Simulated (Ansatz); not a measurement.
**Calculated S-33 NMR of the central transition for ZnS at a changed volume**

Cell: a Materials Project structure (computed, not necessarily an observed phase), relaxed with PBE at fixed cell and then changed (volume scaled by 0.99).

```cif
data_structure
_symmetry_space_group_name_H-M 'P 1'
_symmetry_Int_Tables_number 1
_cell_length_a 3.7924
_cell_length_b 3.7924
_cell_length_c 24.8326
_cell_angle_alpha 90.000
_cell_angle_beta 90.000
_cell_angle_gamma 120.000
_cell_volume 309.29
loop_
_atom_site_label
_atom_site_type_symbol
_atom_site_fract_x
_atom_site_fract_y
_atom_site_fract_z
_atom_site_occupancy
Zn1 Zn 0.33333 0.66667 0.12512 1
Zn2 Zn 0.00000 0.00000 0.00016 1
Zn3 Zn 0.66667 0.33333 0.62505 1
Zn4 Zn 0.66667 0.33333 0.87514 1
Zn5 Zn 0.00000 0.00000 0.75002 1
Zn6 Zn 0.33333 0.66667 0.50008 1
Zn7 Zn 0.00000 0.00000 0.37509 1
Zn8 Zn 0.66667 0.33333 0.25013 1
S9 S 0.66667 0.33333 0.34372 1
S10 S 0.66667 0.33333 0.71858 1
S11 S 0.33333 0.66667 0.21873 1
S12 S 0.00000 0.00000 0.84367 1
S13 S 0.66667 0.33333 0.96881 1
S14 S 0.00000 0.00000 0.09373 1
S15 S 0.33333 0.66667 0.59369 1
S16 S 0.00000 0.00000 0.46869 1
```

Atoms are numbered from 1 in the order listed; like atoms form one site, named after its first atom.

Level of theory: DFT, PBE, plane waves and PAW (field gradients read without the response of the frozen cores, which leaves them typically 4 to 6 % off), scalar-relativistic, 420 eV cutoff, Γ-centred 8×8×2 k-points, Fermi–Dirac smearing 0.02 eV (Ansatz 0.2.0).

S-33 has I = 3/2 and Q = -69.40 mb (Pyykkö 2018); at 9.4 T its Larmor frequency is ν₀ = 30.8 MHz. Only the quadrupole interaction is simulated: positions count from each site's isotropic chemical shift, and J coupling is left out, as are shift anisotropy and dipolar coupling, which fast spinning averages.

Task: What does the S-33 spectrum (fast magic-angle spinning) show for each site?

Result: 

```tsv
site	first shell	C_Q (MHz)	η	P_Q (MHz)	δ_QIS (ppm)	breadth (kHz)
S9	4 Zn at 2.32 Å	-0.140	0.00	0.140	-0.516	0.0340
S10	4 Zn at 2.32 Å	-0.210	0.00	0.210	-1.16	0.0765
S11	4 Zn at 2.32 Å	-0.158	0.00	0.158	-0.661	0.0436
S12	4 Zn at 2.32–2.33 Å	-0.486	0.00	0.486	-6.24	0.411
S13	4 Zn at 2.32–2.33 Å	-0.401	0.00	0.401	-4.25	0.280
S15	4 Zn at 2.32 Å	-0.146	0.00	0.146	-0.561	0.0370
S16	4 Zn at 2.32 Å	-0.149	0.00	0.149	-0.591	0.0389
```

δ_QIS = −(ν_Q²/30ν₀²)[I(I+1) − 3/4](1 + η²/3) × 10⁶ ppm with ν_Q = 3|C_Q|/[2I(2I−1)]; it falls as 1/B₀² in ppm, and the breadth as 1/B₀ in kHz.

An axis of threefold or higher order runs through S9, S10, S11, S12, S13 and S15 and others, so V_zz lies along it and η is zero.

Hardware: 1 thread of Intel Xeon Platinum 8259CL CPU @ 2.50GHz (Skylake/Cascade Lake) (x86_64; 16 cores open to the job, memory cap 3.0 GiB, no GPU), a shared host with a load of 0.3 a core. Wall time 60 s, CPU time 60 s, peak memory 0.77 GiB.
